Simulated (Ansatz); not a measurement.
# Polymorphs of HfSi2O6

The calculation used Ansatz 0.2.0, DFT PBE, scalar-relativistic, plane waves, PAW. All cells share a 420 eV cutoff and Γ-centred k meshes spaced at most about 0.3 Å⁻¹ (2π included). No spin polarisation.

Energies over the elements count from the elements' standard structures at the same level (O₂ as a molecule), with no fitted energy shifts.

Temperature and zero-point effects are left out. The comparison covers the computed candidates alone. Spin–orbit coupling, which can matter for Hf, is left out. Kohn–Sham gaps at this level usually fall short of measured ones.

Invented guesses were relaxed alike, and ends that match in structure were merged. ΔE counts from the first row. Coordination counts O atoms around Hf and Si (those within 1.25 times the shortest such distance or 1.15 times the sum of covalent radii; a plus sign parts nearer from farther groups). The ends were matched against large subsets of the Crystallography Open Database and the Materials Project, so a missing match doesn't prove that a structure is unreported.

```tsv
#	reached from	type and space group	atoms	Å³/atom	coordination	ΔE (meV/atom)	gap on mesh (eV)	in databases
1	a relaxed cell, shaken at random and relaxed again	C2 (No. 5)	9	16.2	Hf 4, Si 4	0	5.03	no match
2	Hf/Si ordered on a cell of SiO2	C222 (No. 21)	9	17.3	Hf 4, Si 4	7	4.94	no match
3	Hf and Si ordered on fluorite sites	P-3m1 (No. 164)	9	9.1	Hf 8, Si 2+6	839	1.90	no match
4	Hf and Si ordered on fluorite sites	I4/mmm (No. 139)	9	9.1	Hf 8, Si 8	946	0.38	no match
```

The lowest: Space group C2 (No. 5), monoclinic, a = 9.911 Å, b = 5.016 Å, c = 5.885 Å, β = 91.7°. Around Hf lie 4 O at 1.94–1.96 Å; Si has 4 O at 1.63–1.64 Å; around O on its first site lie 1 Si at 1.63 Å and 1 Hf at 1.94 Å; O on its second site has 2 Si at 1.64 Å; O on its third site is surrounded by 1 Si at 1.63 Å and 1 Hf at 1.96 Å. Its energy over the elements is −2.936 eV/atom. A negative formation energy is needed for stability but isn't enough: competing phases decide. An observed structure of this formula, if there is one, may be missing.

```cif
data_structure
_symmetry_space_group_name_H-M 'C2'
_symmetry_Int_Tables_number 5
_cell_length_a 9.9107
_cell_length_b 5.0159
_cell_length_c 5.8849
_cell_angle_alpha 90.000
_cell_angle_beta 91.718
_cell_angle_gamma 90.000
_cell_volume 292.41
loop_
_atom_site_label
_atom_site_type_symbol
_atom_site_symmetry_multiplicity
_atom_site_Wyckoff_symbol
_atom_site_fract_x
_atom_site_fract_y
_atom_site_fract_z
_atom_site_occupancy
Hf1 Hf 2 a 0.00000 0.54121 0.00000 1
Si1 Si 4 c 0.75298 0.23358 0.65518 1
O1 O 4 c 0.61059 0.81898 0.20228 1
O2 O 4 c 0.72997 0.42513 0.43188 1
O3 O 4 c 0.87726 0.75132 0.18263 1
```

The second: Space group C222 (No. 21), orthorhombic, a = 5.216 Å, b = 9.896 Å, c = 6.020 Å. Hf is surrounded by 4 O at 1.95 Å; around Si lie 4 O at 1.63 Å; around O on a site of symmetry 1 lie 1 Si at 1.63 Å and 1 Hf at 1.95 Å; around O on a site of symmetry 2 lie 2 Si at 1.63 Å. Counting O atoms around Hf and Si, the first and the second both have Hf 4, Si 4. Shaken at random and relaxed again, row 2 falls into row 1, 7 meV/atom lower, so it is a saddle point or a shallow minimum. Cells without such a test can be saddle points. Some structure types and database cells were kept out of the candidates from the start, so a known form may be missing.
